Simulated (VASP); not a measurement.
```
CELL_PARAMETERS angstrom
      0.00000     2.98501     2.98501
      2.98501     0.00000     2.98501
      2.98501     2.98501     0.00000
ATOMIC_POSITIONS crystal
  Li 0.00000 0.00000 0.00000
  I  0.50000 0.50000 0.50000
```

Method: SCAN meta-GGA, VASP's PBE PAW potentials (set 64) (plane waves; VASP 6.6.1). Settings: 520 eV cut-off, 8×8×8 Γ-centred mesh, Gaussian smearing of 0.050 eV, potentials Li_sv I.

Problem. The job: LiI (rock salt), 2 atoms, SCAN, static run, 520 eV, 8×8×8 Γ-centred mesh. Roughly how much core time does it take on a busy server core?

Solution. About 70 core-seconds (one run on a shared machine, a rough figure). It had 29 irreducible k-points, 9 bands, up to 1459 plane waves and 28 electronic steps.

The compound is LiI in the rock salt structure. It was relaxed first.
